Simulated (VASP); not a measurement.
A run of VASP 6.6.1 is set up as follows.

Contents of INCAR:

```
SYSTEM = Ba2S
ALGO = Fast
EDIFF = 1E-6
ENCUT = 520
GGA = PE
ISIF = 2
ISMEAR = 0
LASPH = .True.
LCHARG = .True.
LELF = .True.
LREAL = .False.
LVHAR = .True.
LWAVE = .False.
NBANDS = 20
NELM = 100
PREC = Accurate
SIGMA = 0.1
```

Contents of KPOINTS:

```
k-points
0
Gamma
  12 12 12
  0 0 0
```

File POSCAR:

```
Ba2S
1.0
   -2.6735944878      2.6735944878      3.7803240645
    2.6735944878     -2.6735944878      3.7803240645
    2.6735944878      2.6735944878     -3.7803240645
Ba S
2 1
Direct
    0.7500000000      0.2500000000      0.5000000000
    0.2500000000      0.7500000000      0.5000000000
    0.0000000000      0.0000000000      0.0000000000
```

Potentials or basis: VASP PAW PBE potentials, release 64 (Ba_sv, S).

Run with:

```sh
$ cat potpaw_PBE.64/Ba_sv/POTCAR potpaw_PBE.64/S/POTCAR > POTCAR
$ mpirun -np 1 vasp_std > vasp.out
```

Task: Estimate the band gap on the k mesh.

Result: None (metal or under the smearing width).

Task: Estimate the pressure.

Result: 0.6 GPa.

Spin-orbit coupling is left out, which matters for the levels of Ba.
